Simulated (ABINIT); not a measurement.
# HfO2 (Fm-3m) in ABINIT: further runs

The runs below take HfO2 through equation of state, band structure, with PBE, BLYP, LDA, revPBE.

All numbers are computed with ABINIT 10.8.3 (patched build); they aren't measurements. Logs are shortened: lines on timing, memory, paths and dates and some standing lists are left out, and cuts for length are marked. The log counts tension as positive stress, the text compression.

### 1 The structure

Symmetry: Fm-3m, No. 225, cubic system. Conventional cell: a = 5.115 Å, b = 5.115 Å, c = 5.115 Å, α = 90.00°, β = 90.00°, γ = 90.00°. Hf (site symmetry m-3m) is surrounded by 8 O at 2.21 Å. O (site symmetry -43m) is surrounded by 4 Hf at 2.21 Å.

Measurements of this composition are mostly on another form, of space group No. 14.

### 2 Equation of state, PBE

run.abi reads:

```
# Datasets: one volume each
ndtset 7
getwfk -1
scalecart1 3*0.9795861087
scalecart2 3*0.9864848297
scalecart3 3*0.9932883884
scalecart4 3*1.0000000000
scalecart5 3*1.0066227096
scalecart6 3*1.0131594038
scalecart7 3*1.0196128224

# Pseudopotentials
pp_dirpath "./"
pseudos "Hf.GGA_PBE-JTH.xml, O.GGA_PBE-JTH.xml"

# Structure
acell 6.8348581746 6.8348581746 6.8348581746
rprim
     0.0000000000     0.7071067812     0.7071067812
     0.7071067812     0.0000000000     0.7071067812
     0.7071067812     0.7071067812     0.0000000000
ntypat 2
znucl 72 8
natom 3
typat 1 2 2
xred
     0.0000000000     0.0000000000     0.0000000000
     0.7500000000     0.7500000000     0.7500000000
     0.2500000000     0.2500000000     0.2500000000

# Plane-wave basis
ecut 23.0
pawecutdg 45.0

# k points
kptopt 1
ngkpt 9 9 9
nshiftk 1
shiftk 0.0 0.0 0.0

# Exchange and correlation
ixc 11

# Bands and occupations
nband 16
occopt 3
tsmear 0.00183747

# SCF cycle
nstep 100
tolvrs 1.0e-9

# Output
iomode 3
prtwf 1
prtden 0
prteig 0
prtebands 0
enunit 2
```

Potentials or basis: JTH PAW PBE v2.0.

Started as:

```bash
> abinit run.abi > log 2>&1
```

run.abo:

```text
.Version 10.8.3 of ABINIT
 DATASET    1 : space group Fm -3 m (#225); Bravais cF (face-center cubic)
================================================================================
 Values of the parameters that define the memory need for DATASET  1.
     intxc =       0    ionmov =       0      iscf =      17    lmnmax =      18
     lnmax =       6     mgfft =      30  mpssoang =       3    mqgrid =    3001
     natom =       3  nloc_mem =       2    nspden =       1   nspinor =       1
    nsppol =       1      nsym =      48    n1xccc =       1    ntypat =       2
    occopt =       3   xclevel =       2
       mpw =        1131          nfft =       27000          nkpt =          35
 PAW method is used; the additional fine FFT grid is defined by:
   mgfftf=        45    nfftf =     91125
================================================================================
================================================================================
[... 71 lines left out ...]
 DATASET    7 : space group Fm -3 m (#225); Bravais cF (face-center cubic)
================================================================================
 Values of the parameters that define the memory need for DATASET  7.
     intxc =       0    ionmov =       0      iscf =      17    lmnmax =      18
     lnmax =       6     mgfft =      32  mpssoang =       3    mqgrid =    3001
     natom =       3  nloc_mem =       2    nspden =       1   nspinor =       1
    nsppol =       1      nsym =      48    n1xccc =       1    ntypat =       2
    occopt =       3   xclevel =       2
       mpw =        1283          nfft =       32768          nkpt =          35
 PAW method is used; the additional fine FFT grid is defined by:
   mgfftf=        45    nfftf =     91125
================================================================================
================================================================================

--------------------------------------------------------------------------------
------------- Echo of variables that govern the present computation ------------
--------------------------------------------------------------------------------
 -outvars: echo values of preprocessed input variables --------
            acell      6.8348581746E+00  6.8348581746E+00  6.8348581746E+00 Bohr
              amu      1.78490000E+02  1.59994000E+01
             ecut      2.30000000E+01 Hartree
           enunit           2
           getwfk          -1
              ixc          11
           jdtset        1    2    3    4    5    6    7
         kptrlatt        9    0    0      0    9    0      0    0    9
          kptrlen1     6.02579891E+01
          kptrlen2     6.06823551E+01
          kptrlen3     6.11008674E+01
          kptrlen4     6.15137236E+01
          kptrlen5     6.19211111E+01
          kptrlen6     6.23232075E+01
          kptrlen7     6.27201813E+01
            natom           3
            nband          16
           ndtset           7
            ngfft1         30      30      30
[... 91 lines left out ...]

 chkinp: Checking input parameters for consistency, jdtset=   1.

 chkinp: Checking input parameters for consistency, jdtset=   2.
[... 40 lines left out ...]
 getcut: wavevector=  0.0000  0.0000  0.0000  ngfft=  45  45  45
         ecut(hartree)=     45.000   => boxcut(ratio)=   2.17625

--- Pseudopotential description ------------------------------------------------
- pspini: atom type   1  psp file is ./Hf.GGA_PBE-JTH.xml
 Pseudopotential format is: paw10
 basis_size (lnmax)=  6 (lmn_size= 18), orbitals=   0   0   1   1   2   2
 Spheres core radius: rc_sph= 2.41119446
 Shapefunction is SIN type: shapef(r)=[sin(pi*r/rshp)/(pi*r/rshp)]**2
 Radius for shape functions =  2.41119446
 Compensation charge density is not taken into account in XC energy/potential

- pspini: atom type   2  psp file is ./O.GGA_PBE-JTH.xml
 Pseudopotential format is: paw10
 basis_size (lnmax)=  4 (lmn_size=  8), orbitals=   0   0   1   1
 Spheres core radius: rc_sph= 1.41465230
 Shapefunction is SIN type: shapef(r)=[sin(pi*r/rshp)/(pi*r/rshp)]**2
 Radius for shape functions =  1.20231231
 Compensation charge density is not taken into account in XC energy/potential

   2.44829958E+03                                ecore*ucvol(ha*bohr**3)
--------------------------------------------------------------------------------

[... 1351 lines left out ...]
-Cartesian components of stress tensor (GPa)         [Pressure= -1.7462E+01 GPa]
- sigma(1 1)=  1.74622904E+01  sigma(3 2)=  0.00000000E+00
- sigma(2 2)=  1.74622904E+01  sigma(3 1)=  0.00000000E+00
- sigma(3 3)=  1.74622904E+01  sigma(2 1)=  0.00000000E+00

== END DATASET(S) ==============================================================
================================================================================

 -outvars: echo values of variables after computation  --------
            acell      6.8348581746E+00  6.8348581746E+00  6.8348581746E+00 Bohr
           etotal1    -8.2558046924E+01
           etotal2    -8.2559247841E+01
           etotal3    -8.2559572855E+01
           etotal4    -8.2559111144E+01
           etotal5    -8.2557955537E+01
           etotal6    -8.2556172822E+01
           etotal7    -8.2553821481E+01
            fcart1     6.6650482486E-31 -2.2216827495E-31 -3.7028045826E-31
                      -1.1108413748E-30 -2.2216827495E-31  9.6272919147E-31
                       4.4433654991E-31  4.4433654991E-31 -5.9244873321E-31
            fcart2    -0.0000000000E+00 -0.0000000000E+00 -0.0000000000E+00
                      -8.8245839930E-31 -4.7005771773E-48  8.8245839930E-31
                       8.8245839930E-31  4.7005771773E-48 -8.8245839930E-31
            fcart3    -0.0000000000E+00 -0.0000000000E+00 -0.0000000000E+00
                      -4.3820698697E-31  4.3820698697E-31 -4.3820698697E-31
                       4.3820698697E-31 -4.3820698697E-31  4.3820698697E-31
            fcart4     8.7053182375E-31 -2.9193718007E-47 -8.7053182375E-31
[... 52 lines left out ...]
           xangst3     0.0000000000E+00  0.0000000000E+00  0.0000000000E+00
                       3.8105025775E+00  3.8105025775E+00  3.8105025775E+00
                       1.2701675258E+00  1.2701675258E+00  1.2701675258E+00
           xangst4     0.0000000000E+00  0.0000000000E+00  0.0000000000E+00
                       3.8362499975E+00  3.8362499975E+00  3.8362499975E+00
                       1.2787499992E+00  1.2787499992E+00  1.2787499992E+00
           xangst5     0.0000000000E+00  0.0000000000E+00  0.0000000000E+00
                       3.8616563671E+00  3.8616563671E+00  3.8616563671E+00
                       1.2872187890E+00  1.2872187890E+00  1.2872187890E+00
           xangst6     0.0000000000E+00  0.0000000000E+00  0.0000000000E+00
                       3.8867327602E+00  3.8867327602E+00  3.8867327602E+00
                       1.2955775867E+00  1.2955775867E+00  1.2955775867E+00
           xangst7     0.0000000000E+00  0.0000000000E+00  0.0000000000E+00
                       3.9114896873E+00  3.9114896873E+00  3.9114896873E+00
                       1.3038298958E+00  1.3038298958E+00  1.3038298958E+00
             xred      0.0000000000E+00  0.0000000000E+00  0.0000000000E+00
                       7.5000000000E-01  7.5000000000E-01  7.5000000000E-01
                       2.5000000000E-01  2.5000000000E-01  2.5000000000E-01
 Calculation completed.
```

Run time: 2.1 min. Hardware: 1 thread of Arm Neoverse V2, shared host; peak memory 0.16 GiB.

What came out:

```
Equilibrium volume                      : 10.91 Å³/atom
Bulk modulus                            : 252 GPa
Pressure derivative of the bulk modulus : 4.4
```

Energy against volume, from the lowest point:
| volume (Å³/atom) | energy (meV/atom) |
| --- | --- |
| 10.483 | 13.84 |
| 10.706 | 2.95 |
| 10.929 | 0.00 |
| 11.152 | 4.19 |
| 11.375 | 14.67 |
| 11.598 | 30.84 |
| 11.821 | 52.17 |

Caveat: pressures at fixed basis lie under the slope of the energies.

### 3 Band structure, BLYP

run.abi reads:

```
# Datasets: ground state, then fixed potential
ndtset 2

# Pseudopotentials
pp_dirpath "./"
pseudos "Hf.GGA_PBE-JTH.xml, O.GGA_PBE-JTH.xml"

# Structure
acell 3*1.0
rprim
     0.0000000000     4.8329745637     4.8329745637
     4.8329745637     0.0000000000     4.8329745637
     4.8329745637     4.8329745637     0.0000000000
ntypat 2
znucl 72 8
natom 3
typat 1 2 2
xred
     0.0000000000     0.0000000000     0.0000000000
     0.7500000000     0.7500000000     0.7500000000
     0.2500000000     0.2500000000     0.2500000000

# Plane-wave basis
ecut 23.0
pawecutdg 45.0

# Exchange and correlation
ixc -106131

# Bands and occupations
occopt 3
tsmear 0.05 eV

# SCF cycle
nstep 100

# Output
iomode 3
prtwf 0
prteig 0
prtebands 0
prtden1 1
prtvha1 1
prtvclmb1 1
prtpot1 1

# Dataset 1
kptopt1 1
ngkpt1 9 9 9
nshiftk1 1
shiftk1 0.0 0.0 0.0
nband1 16
tolvrs1 1.0e-9

# Dataset 2: bands along G-X-W-K-G-L-U-W-L-K
iscf2 -2
getden2 1
nband2 20
nbdbuf2 2
tolwfr2 1.0e-12
kptopt2 -9
ndivsm2 6
prteig2 1
kptbounds2
     0.0000000000     0.0000000000     0.0000000000
     0.5000000000     0.0000000000     0.5000000000
     0.5000000000     0.2500000000     0.7500000000
     0.3750000000     0.3750000000     0.7500000000
     0.0000000000     0.0000000000     0.0000000000
     0.5000000000     0.5000000000     0.5000000000
     0.6250000000     0.2500000000     0.6250000000
     0.5000000000     0.2500000000     0.7500000000
     0.5000000000     0.5000000000     0.5000000000
     0.3750000000     0.3750000000     0.7500000000
```

Potentials or basis: JTH PAW PBE v2.0.

Started as:

```bash
> abinit run.abi > log 2>&1
```

It took 67 s on 1 thread of Arm Neoverse V2, shared host; peak memory 0.14 GiB.

The run converged. Its results:

- Free energy: -2245.5733 eV
- Pressure: 0.7 GPa
- Band gap on the k mesh: 3.90 eV, indirect (least direct gap 4.01 eV)
- Band gap along the path: 3.80 eV, direct
- Valence electrons inside the program's atomic spheres: Hf 9.36; O 4.64

Levels at the corners of the path, in eV from the valence-band top:
```
point  band 9  band 10  band 11  band 12  band 13  band 14  band 15  band 16
    Γ   -5.12    -0.59    -0.59    -0.59     3.85     3.85     5.89    10.04
    X   -3.34    -1.48    -1.48     0.00     3.80     5.35     6.43     7.91
    W   -2.46    -2.46    -1.35    -0.20     4.77     5.03     6.87     6.87
    K   -3.22    -2.15    -1.27    -0.32     4.29     5.28     6.72     7.31
    Γ   -5.12    -0.59    -0.59    -0.59     3.85     3.85     5.89    10.04
    L   -2.95    -2.60    -1.76    -1.76     4.52     4.52     6.75     9.07
    U   -3.22    -2.15    -1.27    -0.32     4.29     5.28     6.72     7.31
    W   -2.46    -2.46    -1.35    -0.20     4.77     5.03     6.87     6.87
    L   -2.95    -2.60    -1.76    -1.76     4.52     4.52     6.75     9.07
    K   -3.22    -2.15    -1.27    -0.32     4.29     5.28     6.72     7.31
```

Caveat: the PAW data sets were made with another functional, which shifts forces and pressure a little; spin-orbit coupling is left out, which moves the levels of the heavy elements; the mesh misses the band edges, which the band path finds closer together.

### 4 Equation of state, LDA

run.abi reads:

```
# Datasets: one volume each
ndtset 7
getwfk -1
scalecart1 3*0.9795861087
scalecart2 3*0.9864848297
scalecart3 3*0.9932883884
scalecart4 3*1.0000000000
scalecart5 3*1.0066227096
scalecart6 3*1.0131594038
scalecart7 3*1.0196128224

# Pseudopotentials
pp_dirpath "./"
pseudos "Hf.LDA_PW-JTH.xml, O.LDA_PW-JTH.xml"

# Structure
acell 3.6168511858 3.6168511858 3.6168511858 Angstrom
rprim
     0.0000000000     0.7071067812     0.7071067812
     0.7071067812     0.0000000000     0.7071067812
     0.7071067812     0.7071067812     0.0000000000
ntypat 2
znucl 72 8
natom 3
typat 1 2 2
xred
     0.0000000000     0.0000000000     0.0000000000
     0.7500000000     0.7500000000     0.7500000000
     0.2500000000     0.2500000000     0.2500000000

# Plane-wave basis
ecut 23.0
pawecutdg 45.0

# k points
kptopt 1
ngkpt 9 9 9
nshiftk 1
shiftk 0.0 0.0 0.0

# Exchange and correlation
ixc 7

# Bands and occupations
nband 16
occopt 3
tsmear 0.00183747

# SCF cycle
nstep 100
tolvrs 1.0e-9

# Output
iomode 3
prtwf 1
prtden 0
prteig 0
prtebands 0
```

Potentials or basis: JTH PAW LDA v2.0.

Started as:

```bash
> abinit run.abi > log 2>&1
```

run.abo:

```text
.Version 10.8.3 of ABINIT
 DATASET    1 : space group Fm -3 m (#225); Bravais cF (face-center cubic)
================================================================================
 Values of the parameters that define the memory need for DATASET  1.
     intxc =       0    ionmov =       0      iscf =      17    lmnmax =      18
     lnmax =       6     mgfft =      30  mpssoang =       3    mqgrid =    3001
     natom =       3  nloc_mem =       2    nspden =       1   nspinor =       1
    nsppol =       1      nsym =      48    n1xccc =       1    ntypat =       2
    occopt =       3   xclevel =       1
       mpw =        1131          nfft =       27000          nkpt =          35
 PAW method is used; the additional fine FFT grid is defined by:
   mgfftf=        45    nfftf =     91125
================================================================================
================================================================================
[... 71 lines left out ...]
 DATASET    7 : space group Fm -3 m (#225); Bravais cF (face-center cubic)
[... 1519 lines left out ...]
                       4.3820698667E-31 -3.6517248889E-31  3.6517248889E-31
            fcart4    -2.9017727438E-31  1.4508863719E-31 -1.4508863719E-31
[... 52 lines left out ...]
           xangst3     0.0000000000E+00  0.0000000000E+00  0.0000000000E+00
                       3.8105025801E+00  3.8105025801E+00  3.8105025801E+00
                       1.2701675267E+00  1.2701675267E+00  1.2701675267E+00
           xangst4     0.0000000000E+00  0.0000000000E+00  0.0000000000E+00
                       3.8362500001E+00  3.8362500001E+00  3.8362500001E+00
                       1.2787500000E+00  1.2787500000E+00  1.2787500000E+00
           xangst5     0.0000000000E+00  0.0000000000E+00  0.0000000000E+00
                       3.8616563698E+00  3.8616563698E+00  3.8616563698E+00
                       1.2872187899E+00  1.2872187899E+00  1.2872187899E+00
           xangst6     0.0000000000E+00  0.0000000000E+00  0.0000000000E+00
                       3.8867327629E+00  3.8867327629E+00  3.8867327629E+00
                       1.2955775876E+00  1.2955775876E+00  1.2955775876E+00
           xangst7     0.0000000000E+00  0.0000000000E+00  0.0000000000E+00
                       3.9114896900E+00  3.9114896900E+00  3.9114896900E+00
                       1.3038298967E+00  1.3038298967E+00  1.3038298967E+00
             xred      0.0000000000E+00  0.0000000000E+00  0.0000000000E+00
                       7.5000000000E-01  7.5000000000E-01  7.5000000000E-01
                       2.5000000000E-01  2.5000000000E-01  2.5000000000E-01
 Calculation completed.
```

Run time: 1.8 min. Hardware: 1 thread of Arm Neoverse V2, shared host; peak memory 0.15 GiB.

What came out:

| Item | Value |
| --- | --- |
| Equilibrium volume | 10.29 Å³/atom (rough: see the caveat) |
| Bulk modulus | 290 GPa (rough) |

Energy against volume, from the lowest point:
| volume (Å³/atom) | energy (meV/atom) |
| --- | --- |
| 10.483 | 0.00 |
| 10.706 | 10.90 |
| 10.929 | 28.88 |
| 11.152 | 53.19 |
| 11.375 | 83.06 |
| 11.598 | 117.91 |
| 11.821 | 157.27 |

Caveat: pressures at fixed basis lie under the slope of the energies; the minimum lies outside the volumes run. The run has no spin-orbit coupling, so splittings on Hf are missing.

[end of part 1 of 2]
